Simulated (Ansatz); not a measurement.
A computed series for ZnTe: response to strain

Consider ZnTe in the zinc blende structure (space group F-43m, No. 216).

```yaml
crystal:
  lattice:
    - [0.00000, 3.08955, 3.08955]
    - [3.08955, 0.00000, 3.08955]
    - [3.08955, 3.08955, 0.00000]
  atoms:
    - { symbol: Te, position: [0.75000, 0.75000, 0.75000] }
    - { symbol: Zn, position: [0.00000, 0.00000, 0.00000] }
```

Cartesian axes are those of the cell as printed.

Strains are applied to the cell and any free atomic positions relax; under biaxial strain the out-of-plane vector relaxes too.

All numbers come from PBE (Ansatz, an electronic-structure program), scalar-relativistic without spin-orbit coupling.

Candidates:
(a) biaxial strain −2.08 %, plane normal [110], relaxed out of plane
(b) uniaxial strain ε_zz = −2.75 %
(c) biaxial strain −2.46 %, plane normal [111], relaxed out of plane
(d) tensor shear ε_yz = +0.73 %
(e) isotropic strain +2.12 %

Notes on the quantities. energy relative to the base: free energy F.

Q: Order them by energy relative to the base, highest first.

A: (e) isotropic strain +2.12 % (+15 meV/atom), (c) biaxial strain −2.46 %, plane normal [111], relaxed out of plane (+11 meV/atom), (a) biaxial strain −2.08 %, plane normal [110], relaxed out of plane (+7.1 meV/atom), (b) uniaxial strain ε_zz = −2.75 % (+4.5 meV/atom), (d) tensor shear ε_yz = +0.73 % (+0.6 meV/atom)

No phonon test of stability was made.
